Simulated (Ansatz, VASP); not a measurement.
This is a calculation of NbAs for VASP 6.6.1.

File INCAR:

```
SYSTEM = NbAs
  PREC = Accurate
  ENCUT = 520
  EDIFF = 1E-7
  ISMEAR = -1
  SIGMA = 0.05
  LREAL = .FALSE.
  LASPH = .TRUE.
  NELM = 80
  ALGO = Normal
  ISIF = 2
  LWAVE = .FALSE.
  LCHARG = .FALSE.
  GGA = PE
  NBANDS = 26
```

File KPOINTS:

```
Automatic mesh
0
G
  11 11 11
  0 0 0
```

File POSCAR:

```
NbAs
1.0
   -1.6906186857      1.6906186857      5.7207828749
    1.6906186857     -1.6906186857      5.7207828749
    1.6906186857      1.6906186857     -5.7207828749
Nb As
2 2
Direct
    0.5000000000      0.0000000000      0.5000000000
    0.7500000000      0.7500000000      0.0000000000
    0.9160000000      0.4160000000      0.5000000000
    0.1660000000      0.1660000000      0.0000000000
```

Potentials or basis: VASP PAW PBE potentials, release 64 (Nb_sv, As).

Command:

```sh
$ cat potpaw_PBE.64/Nb_sv/POTCAR potpaw_PBE.64/As/POTCAR > POTCAR
$ mpirun -np 1 vasp_std > vasp.out
```

**Question.** Set up the same calculation for Ansatz 0.2.0. Potentials there: Ansatz PAW.

**Answer.** As run (the cutoff follows the program's own potentials):

File input.yaml:

```yaml
crystal:
  lattice:
    - [-1.6906186857, 1.6906186857, 5.7207828749]
    - [1.6906186857, -1.6906186857, 5.7207828749]
    - [1.6906186857, 1.6906186857, -5.7207828749]
  atoms:
    - { symbol: Nb, position: [0.5, 0.0, 0.5] }
    - { symbol: Nb, position: [0.75, 0.75, 0.0] }
    - { symbol: As, position: [0.916, 0.416, 0.5] }
    - { symbol: As, position: [0.166, 0.166, 0.0] }
hamiltonian:
  xc: pbe
  pseudopotentials: { kind: paw }
kpoints:
  mp_grid: { grid: [11, 11, 11] }
scf:
  occupations: { method: fermi_dirac, width: 0.05 }
output:
  forces: true
  stress: true
  eigenvalues: true
```

Potentials or basis: Ansatz PAW.

The run is started by

```sh
$ ansatz run input.yaml --threads 1 --pin off --max-ram 3584MiB --backend cpu --events-out ev --progress --plain --runs-dir out
```

Both were run:

|  | VASP | Ansatz | Ansatz less VASP |
| --- | --- | --- | --- |
| gap on the k mesh at the Fermi level (eV) | 0.03 | 0.03 | 0.000 |
| least direct gap on the mesh (eV) | 0.09 | 0.09 | -0.003 |
| pressure (GPa) | 15.9 | 15.9 | -0.07 |
| largest component of the traceless stress (GPa) | 0.50 | 0.46 | -0.047 |
| rms of the force components (eV/Å) | 0.221 | 0.220 | -0.0008 |

Atom by atom the forces differ by 0.001 eV/Å (rms over components). The two sets of potentials don't hold the same shells in valence.

Caveats: an odd mesh through Γ misses points on the zone boundary, where band edges often lie (VASP); odd divisions of the mesh miss points on the zone boundary, where band edges often lie, so the gap on the mesh can be too wide (Ansatz).
